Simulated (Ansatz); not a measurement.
The system is Bi2Te3 (Tellurobismuthite).

```
Bi Te
1.0
     2.19300    1.26613   10.16567
    -2.19300    1.26613   10.16567
     0.00000   -2.53226   10.16567
Bi Te
2 3
Direct
  0.60000 0.60000 0.60000
  0.40000 0.40000 0.40000
  0.79050 0.79050 0.79050
  0.20950 0.20950 0.20950
  0.00000 0.00000 0.00000
```

Base run:

| Property | Result |
| --- | --- |
| Program | Ansatz 0.2.0 |
| Functional | PBEsol |
| Potentials or basis | Ansatz PAW |
| Cutoff | 420 eV (not typed: the program's choice for these potentials) |
| k mesh | 7 × 7 × 7 |
| Occupations | fermi-dirac, width 0.05 eV |
| Spin | no spin polarisation |

Its results: band gap on the k mesh 0.24 eV, direct; pressure -0.6 GPa; largest force 0.114 eV/Å.

Q: After a change of settings the same cell gave: band gap on the k mesh 0.33 eV, direct; pressure 2.9 GPa; largest force 0.038 eV/Å. Which change was it?
A. functional from PBEsol to r2SCAN; cutoff from 420 eV (not typed: the program's choice for these potentials) to 500 eV (not typed: the program's choice for these potentials)
B. functional from PBEsol to LDA
C. functional from PBEsol to revPBE
D. functional from PBEsol to BLYP

A: C.

revPBE binds less tightly than PBEsol, so the same cell stands under more pressure.

Caveats: spin-orbit coupling is left out, which as a rule narrows the gap of such compounds by several tenths of an eV; the PAW data sets come from PBE, with cores solved anew for the run's functional, which leaves a small shift of forces and pressure.

Runs at the PBE level aren't shown here.
